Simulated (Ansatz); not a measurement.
# Zn: the change of energy above lowest point and pressure with volume per atom

Equation of state of a cubic crystal from periodic Kohn-Sham density functional theory without spin; pressure corrected for the finite basis. The results are calculated, by Ansatz 0.2.0 development build.

Cell of the first row (space group Fm-3m, No. 225):
```
cell vectors (Å)
   0.0000     1.9240     1.9240
   1.9240     0.0000     1.9240
   1.9240     1.9240     0.0000
atoms (fractions of the cell vectors)
Zn  0.00000  0.00000  0.00000
```

Settings of every row: formula Zn; structure type fcc; functional PBE; spin treatment none; k mesh 24x24x24; occupation method fermi-dirac; occupation width 0.061225619 eV; wave cutoff 420 eV; datasets soft-1 PAW; density cutoff ratio 4.

Limits: a cubic model structure, not a phase known at ambient conditions.

```csv
row,volume per atom (Å³),energy above lowest point (meV/atom),pressure (GPa)
1,14.243,13.66,5.07
2,14.547,5.89,3.185
3,14.85,1.46,1.523
4,15.153,0,0.052
5,15.456,1.15,-1.248
6,15.759,?,?
7,16.062,10.12,-3.408
```

Question: what energy above lowest point and pressure should row 6 give?

Worked fit of energy above lowest point. Take u = (V_r/V)^(2/3) − 1 with V_r = 15.002 Å³ an atom, which is twice the finite (Eulerian) strain; such expansions in the strain, on which the Birch-Murnaghan equation of state is built, carry the rest volume and the bulk modulus. The shown rows have u = 0.03522, 0.02074, 0.00681, -0.00665, -0.01968, -0.04449. Least squares give energy above lowest point = 0.385 + 107.59 × u + 7510.9 × u² + 3911 × u³ meV/atom; a parabola predicts inner rows, each left out in turn, worse (root mean square 0.079 against 0.012 meV/atom). The rows lie off it by 0.00, 0.01, -0.01, 0.00, 0.00, 0.00. Its lowest point lies at u = -0.0072, or V = 15.17 Å³ an atom, and the curvature there gives the bulk modulus at fixed shape and fractions, B = (4/9)(1 + u)² E″(u)/V = 68.7 GPa. The withheld row has u = -0.03229, so the fit gives 0.385 + 107.59 × (-0.03229) + 7510.9 × (-0.03229)² + 3911 × (-0.03229)³ = 4.61 meV/atom.

The calculation gave 4.62 meV/atom. The fit lies 0.01 meV/atom (0.073 % of the column's range) below it, one unit of the last digit.

Worked fit of pressure. Take u = (V_r/V)^(2/3) − 1 with V_r = 15.002 Å³ an atom, which is twice the finite (Eulerian) strain; such expansions in the strain, on which the Birch-Murnaghan equation of state is built, carry the rest volume and the bulk modulus. The shown rows have u = 0.03522, 0.02074, 0.00681, -0.00665, -0.01968, -0.04449. Least squares give pressure = 0.7625 + 109.161 × u + 361.42 × u² + 333 × u³ GPa; a parabola predicts inner rows, each left out in turn, worse (root mean square 0.0066 against 0.00067 GPa). All shown rows lie on it to the printed digit. The pressure vanishes at u = -0.0072, or V = 15.16 Å³ an atom, and there the bulk modulus at fixed shape and fractions is B = −V dP/dV = (2/3)(1 + u) dP/du = 68.9 GPa. The withheld row has u = -0.03229, so the fit gives 0.7625 + 109.161 × (-0.03229) + 361.42 × (-0.03229)² + 333 × (-0.03229)³ = -2.397 GPa.

The calculation gave -2.396 GPa. The fit lies 0.001 GPa (0.012 % of the column's range) below it, one unit of the last digit.
